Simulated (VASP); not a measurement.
Here is a VASP 6.6.1 calculation.

File INCAR:

```
PREC = Accurate
ENCUT = 520
EDIFF = 1E-6
ISMEAR = 0
SIGMA = 0.03
LREAL = False
LASPH = True
NELM = 80
ALGO = Normal
ISIF = 2
LWAVE = False
LCHARG = False
METAGGA = R2SCAN
LMIXTAU = True
NBANDS = 15
```

File KPOINTS:

```
Automatic mesh
0
Gamma
  8 8 8
```

The input POSCAR:

```
KCl                                     
1.0
    0.0000000000      3.1269960207      3.1269960207
    3.1269960207      0.0000000000      3.1269960207
    3.1269960207      3.1269960207      0.0000000000
  K               Cl            
     1     1
Direct
     0.0000000000000000    0.0000000000000000    0.0000000000000000
     0.5000000000000000    0.5000000000000000    0.5000000000000000
```

The input KPOINTS_OPT:

```
explicit points
252
Reciprocal
 0.0000000000  0.0000000000  0.0000000000 1
 0.0357142857  0.0000000000  0.0357142857 1
 0.0714285714  0.0000000000  0.0714285714 1
 0.1071428571  0.0000000000  0.1071428571 1
 0.1428571429  0.0000000000  0.1428571429 1
 0.1785714286  0.0000000000  0.1785714286 1
[... 244 lines left out ...]
 0.4876064200  0.0123935800  0.5000000000 1
 0.5123935800 -0.0123935800  0.5000000000 1
```

Potentials or basis: VASP PAW PBE potentials, release 64 (K_sv, Cl).

Run with:

```bash
$ cat potpaw_PBE.64/K_sv/POTCAR potpaw_PBE.64/Cl/POTCAR > POTCAR
$ mpirun -np 1 vasp_std > vasp.out
```

(1) Predict the pressure.

(2) What does it give for the band gap along the path?

Answers

(1) 0.3 GPa.

(2) 5.90 eV, direct.

Caveat: the PAW data sets were made with another functional, which shifts forces and pressure a little.

**What was measured.**

From a printed reference work, monograph, for a bulk crystal of KCl: band gap 8.68 eV.

Measured gap of KCl: 8.68 eV (a printed reference work, monograph). This calculation gives 5.90 eV (-2.78 eV). The value is that of r2SCAN, without temperature or zero-point motion.
